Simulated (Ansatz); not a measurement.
Crystal: TaAs.

```
CELL_PARAMETERS angstrom
-1.72181 1.72181 5.86794
1.72181 -1.72181 5.86794
1.72181 1.72181 -5.86794
ATOMIC_POSITIONS crystal
Ta 0.49997 0.49997 0.00000
Ta 0.24997 0.74997 0.50000
As 0.08263 0.08263 0.00000
As 0.83263 0.33263 0.50000
```

The cell is a database's computed one.

Base run:

```yaml
Program: Ansatz 0.2.0
Functional: PBEsol
Potentials_or_basis: Ansatz PAW
Cutoff: 420 eV
Density_cutoff: 1680 eV
k_mesh: 11 × 11 × 11
Occupations: fermi-dirac, width 0.05 eV
Spin: no spin polarisation
```

Its results: band gap on the k mesh none (metal or under the smearing width); pressure -3.8 GPa; largest force 0.022 eV/Å.

Question: The run is repeated on the same cell with these changes: hubbard terms from none to Ta d U = 4 eV; hubbard projectors from none to ortho-atomic (the default). What comes out?

Answer: Band gap on the k mesh none (metal or under the smearing width); pressure -1.6 GPa; largest force 0.011 eV/Å.

Caveats: the PAW data sets come from PBE, with cores solved anew for the run's functional, which leaves a small shift of forces and pressure; U without spin polarisation on a metal has little footing (some runs); the U is typed as a test and isn't derived for this compound (some runs).

Not every run made on this cell is shown here.
